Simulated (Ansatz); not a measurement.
Spin–orbit splittings in Hf

```xyz
1
Lattice="-1.7675 1.7675 1.7675 1.7675 -1.7675 1.7675 1.7675 1.7675 -1.7675" Properties=species:S:1:pos:R:3 pbc="T T T"
Hf    0.0000    0.0000    0.0000
```

Structure from Materials Project entry mp-100 (possibly hypothetical), not relaxed further.

All numbers are computed: DFT, LDA, all-electron LAPW, scalar-relativistic (Ansatz 0.2.0); DFT, LDA, all-electron LAPW, Dirac equation with spin-orbit coupling (Ansatz 0.2.0).

Numerical set-up: a Γ-centred 14×14×14 k mesh, Fermi–Dirac smearing of 0.05 eV, basis error target 0.5 meV/atom, no spin polarisation.

Levels between -6 and 2 eV, each run counted from its own valence-band top where it has a gap, else its Fermi level. Scalar levels are listed once for both spins; with the coupling every spinor state is counted. Levels near the edges of the range can cross them.

Problem. At Γ (0.000, 0.000, 0.000) the scalar-relativistic levels are 1.47 (×3). What are they with spin–orbit coupling?

Solution. 1.36 (×4), 1.70 (×2).

Problem. At H (0.500, -0.500, 0.500) the scalar-relativistic levels are -2.61 (×2). What are they with spin–orbit coupling?

Solution. -2.59 (×4).
